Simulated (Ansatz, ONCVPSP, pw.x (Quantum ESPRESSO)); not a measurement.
pw.x on bcc H: one setting changed

Potential: optimised norm-conserving Vanderbilt (ONCV), ONCVPSP 4.0.1.1 (patched build), PBE; core none, reference 1s1; waves: 1s: rc 0.75 bohr, ncon 3, nbas 7, qcut 7.5 1/bohr, 2 projectors, debl 0.5 Ha; p scattering state at 0.04 Ha: rc 0.70 bohr, ncon 3, nbas 6, qcut 12.3 1/bohr, 1 projector; local part: polynomial inside 0.60 bohr (lpopt 4, dvloc0 0.5 Ha); core correction: none.

The reference run (k-mesh 18³, cutoffs 140/560 Ry, Fermi–Dirac 0.01 Ry, mixing_beta 0.4, conv_thr 1e-9, no spin) gives -3.38 GPa at 3.033 Å³/atom, where all-electron LAPW gives -2.27 GPa. This run, with its own iteration cap, changes mixing_ndim to 4.

```
&control
  calculation='scf', prefix='x', pseudo_dir='./', outdir='./tmp', tstress=.true., disk_io='none'
/
&system
  ibrav=0, nat=1, ntyp=1, ecutwfc=140, ecutrho=560, nbnd=7,
  occupations='smearing', smearing='fd', degauss=0.01
/
&electrons
  conv_thr=1e-09, mixing_beta=0.4, electron_maxstep=50, mixing_ndim=4
/
ATOMIC_SPECIES
H 1.0 H.UPF
CELL_PARAMETERS angstrom
  -0.91187954 0.91187954 0.91187954
  0.91187954 -0.91187954 0.91187954
  0.91187954 0.91187954 -0.91187954
ATOMIC_POSITIONS crystal
H 0.0000 0.0000 0.0000
K_POINTS automatic
18 18 18 0 0 0
```

```bash
pw.x < H.scf.in > H.scf.out
```

Task: How does the run end?

Result: It converges in 3 iterations; the free energy moves by +0.0 meV/atom and the pressure by +0.00 GPa. The result is that of the reference run.

```
Message from routine setup:
     using ibrav=0 with symmetry is DISCOURAGED, use correct ibrav instead
     lattice parameter (alat)  =       2.9847  a.u.
     unit-cell volume          =      20.4677 (a.u.)^3
     number of electrons       =         1.00
     number of Kohn-Sham states=            7
     kinetic-energy cutoff     =     140.0000  Ry
     charge density cutoff     =     560.0000  Ry
     scf convergence threshold =      1.0E-09
     Exchange-correlation= PBE
     number of k points=   195  Fermi-Dirac smearing, width (Ry)=  0.0100
     iteration #  1     ecut=   140.00 Ry     beta= 0.40
     total energy              =      -1.07644090 Ry
     estimated scf accuracy    <       0.00000099 Ry
     iteration #  2     ecut=   140.00 Ry     beta= 0.40
     total energy              =      -1.07644399 Ry
     estimated scf accuracy    <       0.00000038 Ry
     iteration #  3     ecut=   140.00 Ry     beta= 0.40
     the Fermi energy is     3.5636 ev
!    total energy              =      -1.07644409 Ry
     estimated scf accuracy    <          7.9E-11 Ry
     smearing contrib. (-TS)   =      -0.00045165 Ry
     The total energy is F=E-TS. E is the sum of the following terms:
     one-electron contribution =       0.62454432 Ry
     hartree contribution      =       0.01851853 Ry
     xc contribution           =      -0.66310473 Ry
     ewald contribution        =      -1.05595055 Ry
     convergence has been achieved in   3 iterations
          total   stress  (Ry/bohr**3)                   (kbar)     P=      -33.83
     Message from routine punch:
     Nothing written, as per user request (disk_io='none')
```

The run took about 9.2 s on one core of a shared host (Neoverse-N1, 64 threads, 124 GiB, load 56).
